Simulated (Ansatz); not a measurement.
# WS2: the cost of one run

Code: Ansatz 0.2.0. PAW datasets, plane waves. Calculated at 0 K for a non-magnetic cell.

### 1 Starting point

The unstrained cell was relaxed with r2SCAN+rVV10; in each strained cell the atoms were relaxed again with r2SCAN+rVV10. Names of k-points are those of the unstrained zone, where strain can split equivalent points. First state: no strain.

Space group P-6m2 (No. 187), hexagonal; conventional cell a = 3.170 Å, c = 16.926 Å, 49.09 Å³ an atom. Around W lie 6 S at 2.41 Å; around S lie 3 W at 2.41 Å.

Structure file:

```
CELL_PARAMETERS angstrom
3.16971 0.00000 0.00000
-1.58486 2.74505 0.00000
0.00000 0.00000 16.92633
ATOMIC_POSITIONS crystal
W 0.33333 0.66667 0.00000
S 0.66667 0.33333 0.90768
S 0.66667 0.33333 0.09232
```

### 2 No strain: PBE

The input, input.yaml:

```yaml
crystal:
  lattice:
    - [3.1697138073, 0.0, 0.0]
    - [-1.5848569037, 2.7450526798, 0.0]
    - [0.0, 0.0, 16.926332426]
  atoms:
    - { symbol: W, position: [0.3333333333, 0.6666666667, 0.0] }
    - { symbol: S, position: [0.6666666667, 0.3333333333, 0.9076849997] }
    - { symbol: S, position: [0.6666666667, 0.3333333333, 0.0923150003] }
kpoints:
  mp_grid: { grid: [12, 12, 2] }
  band_path:
    path:
      - [0.0, 0.0, 0.0]
      - [0.5, 0.0, 0.0]
      - [0.3333333333, 0.3333333333, 0.0]
      - [0.0, 0.0, 0.5]
      - [0.5, 0.0, 0.5]
      - [0.3333333333, 0.3333333333, 0.5]
    npoints: 1
hamiltonian:
  xc: pbe
scf:
  occupations: { method: fermi_dirac, width: 0.02 }
  n_extra_bands: 4
output:
  forces: true
  stress: true
  eigenvalues: true
  write_density: true
  write_potential: true
  elf: true
  volumetric_format: npy
```

On the command line:

```bash
> ansatz run input.yaml --threads 4 --pin off --max-ram 4608MiB --backend cpu --events-out ev --progress --plain --runs-dir out
```

Q: Estimate wall time and peak memory on 4 threads of Intel Xeon at 2.50GHz (Skylake/Cascade Lake), shared host.

About 7.6 s, with a peak of 0.48 GiB.
